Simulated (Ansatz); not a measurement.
GaN:

```xyz
2
Lattice="0.0000 2.2535 2.2535 2.2535 0.0000 2.2535 2.2535 2.2535 0.0000" Properties=species:S:1:pos:R:3 pbc="T T T"
Ga    0.0000    0.0000    0.0000
N     1.1268    1.1268    1.1268
```

The cell is a database's computed one.

Base run:

- Program: Ansatz 0.2.0
- Functional: PBE
- Potentials or basis: Ansatz PAW
- Cutoff: 350 eV
- Density cutoff: 1400 eV
- k mesh: 10 × 10 × 10
- Occupations: fermi-dirac, width 0.05 eV
- Spin: no spin polarisation

Its results: band gap on the k mesh 1.70 eV, direct; pressure 4.6 GPa.

Question: The run is repeated on the same cell with these changes: functional from PBE to m-r2SCAN; cutoff from 350 eV to 500 eV (not typed: the program's choice for these potentials). What comes out?

Answer: Band gap on the k mesh 2.13 eV, direct; pressure -1.2 GPa.

m-r2SCAN gives the wider gap, since meta-GGAs in the generalised Kohn-Sham scheme recover part of the derivative discontinuity.

Caveats: the pressure holds a Pulay correction of +3.5 GPa for the finite cutoff (some runs); the cutoff lies under the one recommended for these potentials (some runs); the PAW data sets come from PBE, with cores solved anew for the run's functional, which leaves a small shift of forces and pressure (some runs).
